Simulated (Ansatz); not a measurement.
# A computed series for BaHfO3: element substitutions

The reference is BaHfO₃ in the cubic perovskite structure (space group Pm-3m, No. 221; a = 4.158 Å).

Each row replaces one element on all its sites; cell and atoms are relaxed.

The values are results of PBEsol (Ansatz, a program for electronic structure), no spin-orbit coupling, not measurements.

```
variant  band gap     density  shortest interatomic distance
-------  --------  ----------  -----------------------------
base      3.58 eV  8.41 g/cm³                        2.079 Å
O → F        zero         ___                            ___
Hf → Ti   1.82 eV  6.19 g/cm³                        1.985 Å
O → Te       zero  6.75 g/cm³                        2.780 Å
```

Problem. Complete the table.

Solution. 
- O → F, density: 6.94 g/cm³
- O → F, shortest interatomic distance: 2.235 Å

Other magnetic orders, which the real material may have, were not ruled out. Spin-orbit coupling, missing from the scalar runs, can matter with Hf and Te. Stability against distortions was not tested. As relaxed here, BaHfF3 and BaHfTe3 are hypothetical phases, not in the database extracts checked. The base started in P4mm and relaxed to Pm-3m at this level. Spin-polarised in the final run: BaHfF3; the other runs are not. This is not the structure that BaTiO3 has at room temperature and ambient pressure. The zero or small gap of BaHfTe3 can change with the level of theory.
